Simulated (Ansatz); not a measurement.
# Bi: checking dH/dP = V

Computed with Ansatz, DFT PBEsol, scalar-relativistic, plane waves, PAW. (420 eV cutoff, 10×10×14 k-mesh, Gaussian smearing of 0.10 eV, no spin polarisation)

Starting point, cell and atoms relaxed:

```
Bi
1.0
     3.51570   -3.14076   -0.14165
     3.51570    3.14076   -0.14165
    -1.39644    0.00000    2.98862
Bi
2
Direct
  0.24983 0.24983 0.11969
  0.75017 0.75017 0.88031
```

Cell and atoms were relaxed at each target pressure within the start's symmetry (C2/m), at zero temperature; other phases can be more stable under pressure. H = E + PV with P the target; E is the free energy at the smearing used, whose derivative the pressure is, per atom and counted from zero pressure. The mesh named is that at zero pressure; some other pressures ran on another.

Spin–orbit coupling is left out, which can shift energies with elements as heavy as these.

| P (GPa) | V (Å³/atom) | E − E0 (meV) | H − H0 (meV) |
| --- | --- | --- | --- |
| 0 | 32.379 | 0.0 | 0.0 |
| 2 | 31.333 | 6.3 | 397.4 |
| 5 | 30.029 | 34.3 | 971.5 |
| 10 | 28.328 | 112.4 | 1880.4 |

Task: Thermodynamics gives dH/dP = V along a relaxed path. Integrate V over P by the trapezoid rule and compare with the computed enthalpies.

Result: With 1 eV/Å³ = 160.22 GPa, each step adds the mean volume times ΔP / 160.22:
| P (GPa) | ∫V dP (meV) | H − H0 (meV) | difference (meV) |
| --- | --- | --- | --- |
| 2 | 397.7 | 397.4 | 0.2 |
| 5 | 972.2 | 971.5 | 0.7 |
| 10 | 1882.7 | 1880.4 | 2.3 |

V(P) curves upward, so the trapezoid rule runs high; integrating a smooth curve through the same points puts that excess at about 1.8 meV at 10 GPa, against the 2.3 meV found.

Task: At 10 GPa, how much of the enthalpy change is stored energy and how much is the PV term?

Result: E rises by 112 meV/atom and PV is 10 × 28.328 / 160.22 = 1768 meV/atom, so PV makes 94 % of ΔH. So between rival structures at high pressure a small difference in volume can outweigh the difference in energy: 1 % of this volume is worth 17.7 meV/atom at this pressure.

Task: What bulk modulus do the lowest pressures give?

Result: From the pressures that the runs reached, -2.01 GPa (33.684 Å³) and 1.98 GPa (31.333 Å³), B = −ΔP/Δln V = 3.99 / 0.0723 = 55 GPa, a mean over that range.

This form isn't the element's structure at ambient conditions.